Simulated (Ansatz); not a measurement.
**Ti$_{2}$C: how the energy converges with the cutoff**

Ti$_{2}$C, R-3m, a = 3.081 Å, c = 14.441 Å. The structure is a Materials Project entry; whether it is the stable form wasn't checked. Ansatz: PBEsol, PAW, cutoff varied, Γ-centred 18×18×18 mesh on 3 atoms, Gaussian smearing 0.10 eV; no spin polarisation. Single points at one geometry, the cutoff alone changed; ΔE is the energy at zero smearing over the run at 850 eV (runs within 0.3 meV/atom of it are left out). The runs up to 380 eV lie under the cutoff recommended for these PAW datasets.

```
cutoff (eV)  ΔE (meV/atom)
        150       16770.65
        200        3894.89
        250         890.44
        300         149.69
        350          18.21
        380           5.88
        420           2.04
        460           1.13
        520           0.71
        600              ?
```

Task: Assume ΔE falls exponentially with the cutoff, fit y = ln ΔE against x, the cutoff in eV, to the other rows, and predict the missing value.

Result: y = 9.727, 8.267, 6.792, 5.009, 2.902, 1.772, 0.713, 0.122, -0.342. Means x = 336.7, y = 3.8847; Σ(Δx)² = 120200, ΣΔxΔy = -3591; the slope is their ratio. y = 13.94 − 0.02987 x, a factor of ten per 77 eV. At 600 eV this gives ΔE = 0.02 meV/atom. The run gave 0.42, a ratio of 0.05. Between neighbouring rows the decay runs from a factor of ten per 55 eV to one per 351 eV, so one exponential is only a rough guide. The fast fall gives way to a slow tail, so a fit to low cutoffs promises convergence too early.